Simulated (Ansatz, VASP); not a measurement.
# Zr: VASP beside Ansatz

```
Zr
1.0
    -1.83968    1.83968    1.83968
     1.83968   -1.83968    1.83968
     1.83968    1.83968   -1.83968
Zr
1
Direct
  0.00000 0.00000 0.00000
```

Change from the starting cell: volume scaled by 1.05.

Alike in both runs: task single point; functional PBE; k mesh 14 × 14 × 14; occupations fermi-dirac, width 0.08 eV; no spin polarisation.

|  | VASP | Ansatz |
| --- | --- | --- |
| version | VASP 6.6.1 | Ansatz 0.2.0 |
| potentials or method | VASP PAW PBE potentials, release 64 (Zr_sv), cutoff 520 eV | all-electron LAPW, scalar-relativistic |

```tsv
	VASP	Ansatz	Ansatz less VASP
pressure (GPa)	-6.5	-6.5	0.00
```

Ansatz ran all-electron here, so the differences hold the error of VASP's frozen core and of both bases.
